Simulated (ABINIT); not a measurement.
Input of an ABINIT 10.8.3 (patched build) run:

The input run.abi:

```
# Pseudopotentials
pp_dirpath "./"
pseudos "N.upf, B.upf"

# Structure
acell 3*1.0 Angstrom
rprim
     0.0000000000     1.8130010000     1.8130010000
     1.8130010000     0.0000000000     1.8130010000
     1.8130010000     1.8130010000     0.0000000000
ntypat 2
znucl 7 5
natom 2
typat 1 2
xcart
     0.9065005000     0.9065005000     0.9065005000
     0.0000000000     0.0000000000     0.0000000000 Angstrom

# Plane-wave basis
ecut 952.398519 eV

# k points
kptopt 1
ngkpt 8 8 8
nshiftk 1
shiftk 0.0 0.0 0.0

# Exchange and correlation
ixc 11

# Bands and occupations
nband 6
occopt 1

# SCF cycle
nstep 100
tolvrs 1.0e-10
diemac 6.0

# Output
iomode 3
prtwf 0
prteig 0
prtebands 0
prtden 1
prtvha 1
prtvclmb 1
prtpot 1
prtelf 1
```

Potentials or basis: PseudoDojo NC SR PBE v0.4.1 standard.

The run is started by

```bash
$ mpirun --bind-to none -np 8 abinit run.abi > log 2>&1
```

(1) Predict the band gap on the k mesh.

(2) Estimate the pressure.

## Answers

(1) 4.52 eV, indirect (least direct gap 8.83 eV).

(2) -2.0 GPa.

**What was measured.**

From a printed reference work, monograph, for a bulk crystal of BN at 300 K: band gap 6.4 eV (indirect).

Measured gap of BN: 6.4 eV (indirect; 300 K; a printed reference work, monograph). This calculation gives 4.52 eV (-1.88 eV). The value is that of PBE on a finite k mesh, which can miss the band edges, without temperature or zero-point motion. Semilocal functionals fall short of measured gaps as a rule. The cell is a database's relaxed one, not the measured one, which moves gaps too.
